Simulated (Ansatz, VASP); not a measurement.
# Y in VASP and in Ansatz

```
Y
1.0
     0.00000    3.58799    3.58799
     3.58799    0.00000    3.58799
     3.58799    3.58799    0.00000
Y
2
Direct
  0.00000 0.00000 0.00000
  0.25000 0.25000 0.25000
```

Change from the starting cell: volume scaled by 1.06, PAW files.

Alike in both runs: task electric field gradients; functional PBE; k mesh 9 × 9 × 9; occupations fermi-dirac, width 0.05 eV; no spin polarisation.

|  | VASP | Ansatz |
| --- | --- | --- |
| version | VASP 6.6.1 | Ansatz 0.2.0 |
| potentials or method | VASP PAW PBE potentials, release 64 (Y_sv) | PAW with Ansatz's default frozen-core files, scalar-relativistic |
| plane-wave cutoff (eV) | 520 | 420 |
| valence electrons in the cell | 22 | 22 |

|  | VASP | Ansatz | Ansatz less VASP |
| --- | --- | --- | --- |
| pressure (GPa) | -0.5 | -0.5 | -0.02 |
| Vzz of the field gradient on the site that differs most (V/Å²) | 0.0 | 0.0 | 0.00 |

The functional is the same, so the differences come from potentials, cutoffs and numerics. Ansatz warned: «gradients_without_spin_orbit».
